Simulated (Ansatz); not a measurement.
The system is HfO2.

```
Hf O
1.0
     5.21946    0.00000    0.00000
     0.00000    5.00476    0.00000
     0.00000    0.00000    5.03269
Hf O
4 8
Direct
  0.96699 0.73252 0.74144
  0.53301 0.73252 0.24144
  0.46699 0.26748 0.74144
  0.03301 0.26748 0.24144
  0.63213 0.92865 0.87927
  0.86787 0.92865 0.37927
  0.23395 0.53988 0.49229
  0.26605 0.53988 0.99229
  0.76605 0.46012 0.99229
  0.73395 0.46012 0.49229
  0.13213 0.07135 0.87927
  0.36787 0.07135 0.37927
```

Measurements of this composition are mostly on another form, of space group No. 14.

Base run:

| Quantity | Value |
| --- | --- |
| Program | Ansatz 0.2.0 |
| Functional | PBE |
| Potentials or basis | Ansatz PAW earlier set |
| Cutoff | 930 eV (not typed: the program's choice for these potentials) |
| k mesh | 5 × 6 × 5 |
| Occupations | fermi-dirac, width 0.05 eV |
| Spin | no spin polarisation |

Its results: band gap on the k mesh 4.48 eV, indirect (least direct gap 4.68 eV); pressure 9.8 GPa; largest force 0.118 eV/Å.

**Question.** The run is repeated on the same cell with these changes: potentials or basis from Ansatz PAW earlier set to Ansatz PAW; cutoff from 930 eV (not typed: the program's choice for these potentials) to 420 eV (not typed: the program's choice for these potentials); k mesh from 5 × 6 × 5 to 2 × 2 × 2. What comes out?

**Answer.** Band gap on the k mesh 4.57 eV, indirect (least direct gap 4.68 eV); pressure 9.8 GPa; largest force 0.111 eV/Å.

Caveats: some runs use coarse meshes; spin-orbit coupling is left out, which moves the levels of the heavy elements.

A k mesh can miss the band edges.
